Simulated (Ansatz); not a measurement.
# Preparing C (Fd-3m) as a host crystal, part 2 of 2

Before any defect goes in: C (Fd-3m) at rest, and how it screens a charge.

Ansatz 0.2.0; plane-wave PAW DFT, PBEsol; relaxation of the host's cell and atoms; PAW set soft_1 (the session's first sound run).

So far, mean electronic dielectric tensor: step 3 (dielectric tensors of the host) 5.87.

## (5) Defect free supercell at the zone centre

Level of this step: plane-wave PAW DFT, PBEsol; single point of the defect-free host, a test of the k-point sampling; PAW set soft_1 (Ansatz).

The supercell is run at the zone centre, to see how far that sampling misses the dense mesh.

System of this step: C (Fd-3m). The cell holds 250 atoms: 250 C. Cell: a = 12.564 Å, b = 12.564 Å, c = 12.564 Å, α = 60.0°, β = 60.0°, γ = 60.0°.

pristine.sampling_gamma/input.yaml reads:

```yaml
crystal:
  lattice:
    - [0.0, 8.8844048711, 8.8844048711]
    - [8.8844048711, 0.0, 8.8844048711]
    - [8.8844048711, 8.8844048711, 0.0]
  atoms:
    - { symbol: C, position: [0.0, 0.0, 0.0] }
    - { symbol: C, position: [0.05, 0.05, 0.05] }
    - { symbol: C, position: [0.0, 0.0, 0.2] }
    - { symbol: C, position: [0.05, 0.05, 0.25] }
    - { symbol: C, position: [0.0, 0.0, 0.4] }
    - { symbol: C, position: [0.05, 0.05, 0.45] }
    - { symbol: C, position: [0.0, 0.0, 0.6] }
    - { symbol: C, position: [0.05, 0.05, 0.65] }
    - { symbol: C, position: [0.0, 0.0, 0.8] }
    - { symbol: C, position: [0.05, 0.05, 0.85] }
    - { symbol: C, position: [0.0, 0.2, 0.0] }
    - { symbol: C, position: [0.05, 0.25, 0.05] }
    - { symbol: C, position: [0.0, 0.2, 0.2] }
    - { symbol: C, position: [0.05, 0.25, 0.25] }
    - { symbol: C, position: [0.0, 0.2, 0.4] }
    - { symbol: C, position: [0.05, 0.25, 0.45] }
    - { symbol: C, position: [0.0, 0.2, 0.6] }
    - { symbol: C, position: [0.05, 0.25, 0.65] }
    - { symbol: C, position: [0.0, 0.2, 0.8] }
    - { symbol: C, position: [0.05, 0.25, 0.85] }
    - { symbol: C, position: [0.0, 0.4, 0.0] }
    - { symbol: C, position: [0.05, 0.45, 0.05] }
    - { symbol: C, position: [0.0, 0.4, 0.2] }
    - { symbol: C, position: [0.05, 0.45, 0.25] }
    - { symbol: C, position: [0.0, 0.4, 0.4] }
    - { symbol: C, position: [0.05, 0.45, 0.45] }
    - { symbol: C, position: [0.0, 0.4, 0.6] }
    - { symbol: C, position: [0.05, 0.45, 0.65] }
    - { symbol: C, position: [0.0, 0.4, 0.8] }
    - { symbol: C, position: [0.05, 0.45, 0.85] }
[... 214 atom lines left out ...]
    - { symbol: C, position: [0.8, 0.8, 0.4] }
    - { symbol: C, position: [0.85, 0.85, 0.45] }
    - { symbol: C, position: [0.8, 0.8, 0.6] }
    - { symbol: C, position: [0.85, 0.85, 0.65] }
    - { symbol: C, position: [0.8, 0.8, 0.8] }
    - { symbol: C, position: [0.85, 0.85, 0.85] }
basis:
  ecutwfc: 420
  xc_grid: 2
hamiltonian:
  xc: pbesol
  pseudopotentials: { kind: paw, azcp: { folder: soft_1 }, xc_functional: pbe }
kpoints:
  mp_grid: { grid: [1, 1, 1] }
scf:
  occupations: { method: fermi_dirac, width: 0.01 }
  max_iter: 100
  lower_state_search: "off"
checkpoint:
  write: "../pristine.sampling_gamma.run"
  compress: false
  write_wavefunctions: false
  write_every: 100000
```

Started as:

```console
> ansatz run input.yaml --threads 32 --pin off --max-ram 84787MiB --backend cuda --events-out ev --progress --plain --runs-dir out --max-vram 78GiB
```

Numbers of over 12 decimals in the logs are rounded to 6 here.

Log:

```text
[...]
GPU FFT provider: cuFFT
GPU libraries: cuBLAS 13.8.1, cuFFT 12.4.0, cuSOLVER 12.3.2
[...]
Crystal: 250 atoms, lattice volume = 1402.539 Å³
Basis set: ecut = 420 eV, 27317 PW (Γ), exchange–correlation on 180×180×180 points (8 copies of the dense FFT grid, shifted against one another)
Bands: 750, of which v1, the nominal top of the filled ones, is band 500 counted from 1 (499 counted from 0)
Symmetry: 6000 space group operations
[...]
k-points: 1
[...]
GPU buffer pool allocated for 729000 grid points (all kernels)
[...]
SCF iter   1: F=—  HF=-61736.522807 eV  |Δ(HF+E_count)|=         —  Δρ=1.39e-1  dr2=1.89e2  Hψ=2950
[...]
SCF iter   4: F=—  HF=-61662.758594 eV  |Δ(HF+E_count)|=   2.14e-1  Δρ=5.32e-4  dr2=2.17e-3  Hψ=1173
automatic band count: iteration 4 solves 580 bands in place of 750: the levels show a gap, and the empty bands left out lie too high to hold charge; the band table lists the bands solved (type scf.n_extra_bands for more)
SCF iter   5: F=—  HF=-61662.760953 eV  |Δ(HF+E_count)|=   2.36e-3  Δρ=7.62e-5  dr2=2.56e-5  Hψ=953
[...]
SCF iter   7: F=-61662.763671 eV  HF=-61662.763671 eV  |Δ(HF+E_count)|=   1.23e-7  Δρ=2.45e-7  dr2=1.88e-10  Hψ=1477
SCF 1 converged in 7 iterations: F = -61662.763671 eV  dr2 = 1.88e-10
[...]
SCF converged after 7 iterations
Free energy (F): -61662.763671 eV
[...]
Internal energy: -61662.763671 eV  (E = F + TS)
E sigma→0 (E₀):  -61662.763671 eV
Fermi energy:    15.557625 eV
[...]
```

Run time: 2.4 s. Hardware: 1 × NVIDIA GB200 with 32 threads of Arm Neoverse V2, shared host; peak memory 1.1 GiB; 3.8 s of CPU time.

## (6) Defect free supercell at the quarter point

The supercell is run at one point off the zone centre, to see how far that sampling misses the dense mesh.

pristine.sampling_quarter/input.yaml, as its differences from pristine.sampling_gamma/input.yaml of step 5:

```diff
@@ -50,3 +50,3 @@
 kpoints:
-  mp_grid: { grid: [1, 1, 1] }
+  mp_grid: { grid: [1, 1, 1], shift: [0.25, 0.25, 0.25] }
 scf:
@@ -56,3 +56,3 @@
 checkpoint:
-  write: "../pristine.sampling_gamma.run"
+  write: "../pristine.sampling_quarter.run"
   compress: false
```

Log:

```text
[...]
GPU FFT provider: cuFFT
GPU libraries: cuBLAS 13.8.1, cuFFT 12.4.0, cuSOLVER 12.3.2
[...]
Crystal: 250 atoms, lattice volume = 1402.539 Å³
Basis set: ecut = 420 eV, 27317 PW (Γ), exchange–correlation on 180×180×180 points (8 copies of the dense FFT grid, shifted against one another)
Bands: 750, of which v1, the nominal top of the filled ones, is band 500 counted from 1 (499 counted from 0)
Symmetry: 1500 space group operations
k-points: 1
[...]
GPU buffer pool allocated for 729000 grid points (all kernels)
[...]
SCF iter   1: F=—  HF=-61738.253495 eV  |Δ(HF+E_count)|=         —  Δρ=1.39e-1  dr2=1.88e2  Hψ=3063
[...]
SCF iter   7: F=-61665.007851 eV  HF=-61665.007851 eV  |Δ(HF+E_count)|=   1.30e-7  Δρ=2.27e-7  dr2=1.44e-10  Hψ=1515
SCF 1 converged in 7 iterations: F = -61665.007851 eV  dr2 = 1.44e-10
[...]
SCF converged after 7 iterations
Free energy (F): -61665.007851 eV
[...]
Internal energy: -61665.007851 eV  (E = F + TS)
E sigma→0 (E₀):  -61665.007851 eV
Fermi energy:    15.572943 eV
[...]
```

Run time: 1.8 s. Hardware: 1 × NVIDIA GB200 with 32 threads; peak memory 1.4 GiB; 3.8 s of CPU time.

## (7) Outcome

```
primitive cell vectors, lengths                                      : 2.513, 2.513, 2.513 Å
electronic dielectric constant                                       : 5.87
static dielectric constant                                           : 5.87
gap on the k-mesh of the response run (PBEsol)                       : 4.03 eV
energy an atom at the zone centre alone less that on the dense mesh  : 0.018 eV
energy an atom at one point at (¼, ¼, ¼) less that on the dense mesh : 0.009 eV
```

**Reading.** The k-mesh can miss the band edges, so this gap is an upper bound at this level. All at zero temperature.

[Logs are printed without paths, hosts, clocks, repeated set-up lines and the standing remarks that a program may print on its own settings, such as how far it seeks lower states.]

[Hosts, paths, dates, database ids (printed as entryN), source tags and the programs' standing remarks are cut or masked in the printed files.]

[Runs of the host that timed out are not shown.]

[For some hosts the program warned that the k-mesh of the response run may be too coarse for force constants and the static dielectric constant; such warnings are not always shown.]
